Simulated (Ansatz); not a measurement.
Crystal: FeGe2.

```xyz
6
Lattice="-2.9596 2.9596 2.4514 2.9596 -2.9596 2.4514 2.9596 2.9596 -2.4514" Properties=species:S:1:pos:R:3 pbc="T T T"
Ge   -0.9168    2.0427    2.4514
Ge    2.0427    0.9168    2.4514
Ge    0.9168    2.0427    0.0000
Ge    3.8764    0.9168    0.0000
Fe    0.0000    0.0000    1.2257
Fe    0.0000    0.0000    3.6771
```

The cell is a database's computed one.

| Property | Result |
| --- | --- |
| Program | Ansatz 0.2.0 |
| Task | relaxation of cell and atoms |
| Functional | LDA |
| Potentials or basis | Ansatz PAW |
| Cutoff | 420 eV (not typed: the program's choice for these potentials) |
| k mesh | 7 × 7 × 7 |
| Occupations | fermi-dirac, width 0.05 eV |
| Spin | collinear spin, ferromagnetic start |
| Starting moments | [0.0, 0.0, 0.0, 0.0, 3.0, 3.0] μB |

At the start: volume 14.31 Å³/atom.

Where does the relaxation end?

It ends after 5 steps and the volume is 13.31 Å³/atom (-7.0 %); space group I4/mcm (No. 140, to 0.05 Å); moment 1.80 μB per cell.

The path:
| step | energy change (eV) | largest force (eV/Å) | volume (Å³) |
| --- | --- | --- | --- |
| 1 | 0.0000 | 0.2218 | 85.89 |
| 2 | -0.2119 | 0.1196 | 80.61 |
| 3 | -0.2194 | 0.0011 | 79.71 |
| 4 | -0.2195 | 0.0009 | 79.88 |
| 5 | -0.2170 | 0.0010 | 79.88 |

Final structure:
```cif
data_structure
_symmetry_space_group_name_H-M 'P 1'
_symmetry_Int_Tables_number 1
_cell_length_a 4.7267
_cell_length_b 4.7267
_cell_length_c 4.7267
_cell_angle_alpha 105.326
_cell_angle_beta 105.326
_cell_angle_gamma 118.125
_cell_volume 79.88
loop_
_atom_site_label
_atom_site_type_symbol
_atom_site_fract_x
_atom_site_fract_y
_atom_site_fract_z
_atom_site_occupancy
Ge1 Ge 0.84274 0.34274 0.18549 1
Ge2 Ge 0.65726 0.84274 0.50000 1
Ge3 Ge 0.34274 0.15726 0.50000 1
Ge4 Ge 0.15726 0.65726 0.81451 1
Fe1 Fe 0.25000 0.25000 0.00000 1
Fe2 Fe 0.75000 0.75000 0.00000 1
```

Caveat: the plane-wave basis is chosen anew once the cell has moved, so the energies of steps on either side of that aren't comparable; the PAW data sets come from PBE, with cores solved anew for the run's functional, which leaves a small shift of forces and pressure.
